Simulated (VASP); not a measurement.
**Hf2N: density of states with TB-mBJ**

The system is Hf2N.

```xyz
3
Lattice="3.0802 0.0000 0.0000 -1.5401 2.6675 0.0000 0.0000 0.0000 5.8821" Properties=species:S:1:pos:R:3 pbc="T T T"
Hf    0.0000    0.0000    4.3965
Hf    0.0000    0.0000    1.4856
N     1.5401    0.8892    2.9411
```

The cell was built by a generator and needn't be a form met in nature.

```json
{
 "Program": "VASP 6.6.1",
 "Task": "density of states",
 "Functional": "TB-mBJ",
 "Potentials or basis": "VASP PAW PBE potentials, release 54 (Hf, N)",
 "Cutoff": "500 eV",
 "k mesh": "10 × 10 × 5",
 "Occupations": "tetrahedron",
 "Spin": "no spin polarisation",
 "Further INCAR settings": "ALGO = Normal; EDIFF = 1e-06"
}
```

```yaml
Band_gap_on_the_k_mesh: none (metal or under the smearing width)
Valence_electrons_inside_the_program's_atomic_spheres: Hf 2.94; N 3.72
```

Levels at points of the mesh, in eV from the Fermi level:
| k point | band 4 | band 5 | band 6 | band 7 | band 8 | band 9 |
| --- | --- | --- | --- | --- | --- | --- |
| (0.00, 0.00, 0.00) | -3.47 | -3.47 | -1.70 | 1.63 | 1.92 | 1.92 |
| (0.50, 0.00, 0.00) | -3.93 | -1.74 | -1.46 | -0.07 | 0.44 | 3.61 |
| (0.50, 0.50, 0.00) | -3.93 | -1.74 | -1.46 | -0.07 | 0.44 | 3.61 |

States per cell in windows of 1 eV (zero at the Fermi level; states under -8 eV left out):
```
from (eV)  total  Hf1_d  Hf2_d  N3_p  Hf1_p  Hf2_p  Hf1_s
     -8.0   0.02   0.00   0.00  0.00   0.00   0.00   0.00
     -7.0   1.03   0.09   0.09  0.30   0.03   0.03   0.06
     -6.0   2.59   0.32   0.32  0.89   0.10   0.10   0.08
     -5.0   1.41   0.18   0.18  0.54   0.04   0.04   0.03
     -4.0   1.11   0.15   0.15  0.48   0.02   0.02   0.01
     -3.0   1.03   0.12   0.12  0.13   0.09   0.09   0.02
     -2.0   1.73   0.48   0.48  0.05   0.10   0.10   0.02
     -1.0   2.08   0.69   0.69  0.07   0.09   0.09   0.02
      0.0   1.58   0.52   0.52  0.09   0.07   0.07   0.02
      1.0   1.85   0.65   0.65  0.08   0.08   0.08   0.02
      2.0   2.29   0.84   0.84  0.06   0.08   0.08   0.02
      3.0   1.29   0.46   0.46  0.04   0.04   0.04   0.01
      4.0   0.04   0.01   0.01  0.00   0.00   0.00   0.00
```

Run time: 5.3 min on 1 thread of AMD EPYC 7R43 64-Core Processor (Zen 3), with other jobs on the host, peak memory 0.17 GiB.

 The run has no spin-orbit coupling, so splittings on Hf are missing.
